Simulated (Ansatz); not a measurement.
Au:

```xyz
1
Lattice="0.0000 2.0350 2.0350 2.0350 0.0000 2.0350 2.0350 2.0350 0.0000" Properties=species:S:1:pos:R:3 pbc="T T T"
Au    0.0000    0.0000    0.0000
```

A run of Ansatz 0.2.0 on this cell left the log below. Logs are shortened: lines on timing, memory, paths and dates and some standing lists are left out, and cuts for length are marked.

```text
Warning: RAYON_NUM_THREADS=1 ignored (pool sized by the plan → 1); use --threads N
LAPW: plane waves up to 8.089 Å⁻¹, error target 1.0e-3 eV per atom; small_component_spin mean_spin; Au in spheres of 1.439 Å, 43 of its electrons in bands, Dirac shells [] (how accurate: hamiltonian.pseudopotentials.lapw.basis_error, Limitations)
Engine: ansatz 0.2.0, aarch64-unknown-linux-gnu
Pseudopotentials: kind: all_electron
Pseudopotential: Au, LAPW, valence charge 43, lapw/all_electron/scalar/gaussian/Au, Koelling and Harmon's equation, gaussian nucleus
Functional definition: PBE
  parameter kappa = 0.804
  parameter beta = 0.06672455060314922
  exchange = pbe_x(kappa = kappa, mu = beta*pi^2/3)
  correlation = pbe_c(beta = beta)
Crystal: 1 atoms, lattice volume = 16.855 Å³
Basis set: ecut = 249.29731172642988 eV, 169 PW (Γ), exchange–correlation at level 2
Bands: 26, of which v1, the nominal top of the filled ones, is band 22 counted from 1 (21 counted from 0)
Symmetry: 48 space group operations
Space group: Fm-3m (ITA 225), of the structure as read, at distance tolerance 2.6e-5 Å
k-points: 56 of 1331
Non-local potential: Au, projectors of the file, none
Initial density: superposition of atomic densities (chi_scale 0.1, normalization cell)
Initial wavefunctions: plane waves of lowest kinetic energy (no species holds an atomic orbital)
Functional: x = pbe(κ = 0.804, μ = 0.2195149727645171), c = pbe(β = 0.06672455060314922)
iter 1 solved again at ethr=1.14e-4 eV; its pass at ethr=1.00e-1 eV (dr2=4.91e-2 eV) is discarded
SCF iter   1: F=—  HF=-517225.104918 eV  |F-HF|=—  |Δ(HF+E_count)|=         —  Δρ=2.30e-2  dr2=4.93e-2  ethr=1.14e-4  ⟨swp⟩=3.0  Hψ=9159  notcnv=0
preconditioner: auto → LDOS  [insulator: Δε(μ)=0.061 eV  Ē_g=15.761 eV  σ=0.012 eV  W_gap=0.79  n_scr=14 (ndim 8)  ℏωp=30.0 eV  f_vac=0.042  D(μ)=1.41/eV (n_scr^D=14)  ε∞_Penn≈4.6  β→1.0]
SCF iter   2: F=—  HF=-517224.947773 eV  |F-HF|=—  |Δ(HF+E_count)|=   1.57e-1  Δρ=1.12e-2  dr2=7.06e-3  ethr=1.14e-4  ⟨swp⟩=3.1  Hψ=4973  notcnv=0
preconditioner: auto → none  [insulator: Δε(μ)=0.320 eV  Ē_g=16.497 eV  σ=0.012 eV  W_gap=0.98  n_scr=14 (ndim 8)  ℏωp=30.0 eV  f_vac=0.039  D(μ)=0.21/eV (n_scr^D=0)  ε∞_Penn≈4.3  β→0.5]
SCF iter   3: F=—  HF=-517224.858082 eV  |F-HF|=—  |Δ(HF+E_count)|=   8.97e-2  Δρ=7.76e-3  dr2=5.00e-3  ethr=1.64e-5  ⟨swp⟩=3.2  Hψ=5051  notcnv=0
iter 4 solved again at ethr=7.53e-7 eV; its pass at ethr=1.16e-5 eV (dr2=3.24e-4 eV) is discarded
SCF iter   4: F=—  HF=-517224.861403 eV  |F-HF|=—  |Δ(HF+E_count)|=   3.32e-3  Δρ=2.01e-3  dr2=3.24e-4  ethr=7.53e-7  ⟨swp⟩=2.0  Hψ=7514  notcnv=0
SCF iter   5: F=—  HF=-517224.861625 eV  |F-HF|=—  |Δ(HF+E_count)|=   2.21e-4  Δρ=2.16e-4  dr2=3.34e-6  ethr=7.53e-7  ⟨swp⟩=3.0  Hψ=4614  notcnv=0
SCF iter   6: F=-517224.861637 eV  HF=-517224.861637 eV  |F-HF|=5.16e-8  |Δ(HF+E_count)|=   1.26e-5  Δρ=1.27e-5  dr2=1.13e-8  ethr=7.78e-9  ⟨swp⟩=3.0  Hψ=4490  notcnv=0
SCF 1 converged in 6 iterations: F = -517224.861637 eV  dr2 = 1.13e-8
SCF converged after 6 iterations
Free energy (F): -517224.861637 eV
Harris-Foulkes:  -517224.861637 eV  (|F-HF|=5.16e-8)
Internal energy: -517224.861622 eV  (E = F + TS)
E sigma→0 (E₀):  -517224.861630 eV
Entropy (-TS):   -0.000015 eV (-0.015 meV/atom)
Fermi energy:    25.664226 eV
--- Per-component energies (eV) ---
  E_band       = -3827.546243
  E_kinetic    = 589522.266646
  E_xc         = -9915.506836
  E_electrostatic = -1096831.621432  (all electrons and nuclei)
  E_smearing   = -0.000015  (= −TS)
  E_closure    = 0.000000  (closes the sum)
  E_atoms      = -517221.663280  (free atoms, spherical and without spin; not in F)
  Σ components = -517224.861637   (vs F -517224.861637, Δ=0.00e0)
  Basis errors (estimates in eV, not in F): energy 1.9e-4 per atom: plane waves 1.8e-4 (1.3e-4 summed), levels above the bands 0.0e0, relativity 5.5e-8, radial functions 1.3e-5, core shells 1.4e-8; eigenvalues (radial functions only) 9.6e-7; not estimated: angular momenta, meshes, grids; target (lapw.basis_error) 1.0e-3; muffin-tin radii Au 1.439 Å
--- Forces (eV/Å), atoms counted from 1 ---
  atom   1  Au     0.00000000    -0.00000000    -0.00000000
  max |Σ_I F_I| component: 4.52e-32 eV/Å
--- Stress (GPa, compression-positive) ---
       10.811708      -0.000000      -0.000000
       -0.000000      10.811708       0.000000
       -0.000000       0.000000      10.811708
  P = ⅓ Tr σ = 10.8117 GPa (108.117 kbar)
--- Band table (eV; the first three rows and the last of 56) ---
  k-point 0: bands = ["-297.2050", "-297.2050", "-297.2050", "-297.1928", "-297.1928", "-79.9378", "-52.9574", "-52.9477", "-52.9477", "-52.9477", "-52.9418", "-52.9418", "-52.9418", "-31.2801", "-31.2801", "-31.2801", "15.5686", "20.8032", "20.8032", "20.8032", "22.3520", "22.3520", "40.0059", "44.0671", "44.0671", "44.0671"]
  k-point 1: bands = ["-297.2050", "-297.2050", "-297.2050", "-297.1928", "-297.1928", "-79.9368", "-52.9574", "-52.9478", "-52.9478", "-52.9477", "-52.9418", "-52.9418", "-52.9418", "-31.2985", "-31.2829", "-31.2829", "15.8582", "20.7114", "20.9001", "20.9001", "22.3108", "22.3108", "40.3305", "42.4638", "44.4143", "44.4143"]
  k-point 2: bands = ["-297.2050", "-297.2050", "-297.2050", "-297.1928", "-297.1928", "-79.9341", "-52.9572", "-52.9480", "-52.9480", "-52.9477", "-52.9418", "-52.9417", "-52.9417", "-31.3477", "-31.2903", "-31.2903", "16.6518", "20.5618", "21.0749", "21.0749", "22.3143", "22.3143", "39.3168", "41.1696", "45.2695", "45.2695"]
  k-point 55: bands = ["-297.2050", "-297.2050", "-297.2050", "-297.1928", "-297.1928", "-79.9211", "-52.9567", "-52.9488", "-52.9487", "-52.9484", "-52.9415", "-52.9415", "-52.9414", "-31.4406", "-31.4282", "-31.3648", "19.4940", "20.0327", "20.6206", "22.2397", "23.8101", "29.8300", "31.5171", "32.5085", "35.6939", "46.7517"]
```

Task: What input gives this log?

Result: Single point with PBE, no spin polarisation. The files as run (others can give the same):

input.yaml
```yaml
crystal:
  lattice:
    - [0.0, 2.035, 2.035]
    - [2.035, 0.0, 2.035]
    - [2.035, 2.035, 0.0]
  atoms:
    - { symbol: Au, position: [0.0, 0.0, 0.0] }
kpoints:
  mp_grid: { grid: [11, 11, 11] }
scf:
  occupations: { method: gaussian, width: 0.012 }
hamiltonian:
  xc: pbe
  pseudopotentials: { kind: all_electron, lapw: { basis_error: 0.001 } }
output:
  forces: true
  stress: true
  eigenvalues: true
```

Potentials or basis: all-electron LAPW, scalar-relativistic.
Run with:
```console
$ ansatz run input.yaml --threads 1 --pin off --max-ram 3072MiB --backend cpu --events-out ev --progress --plain --runs-dir out
```
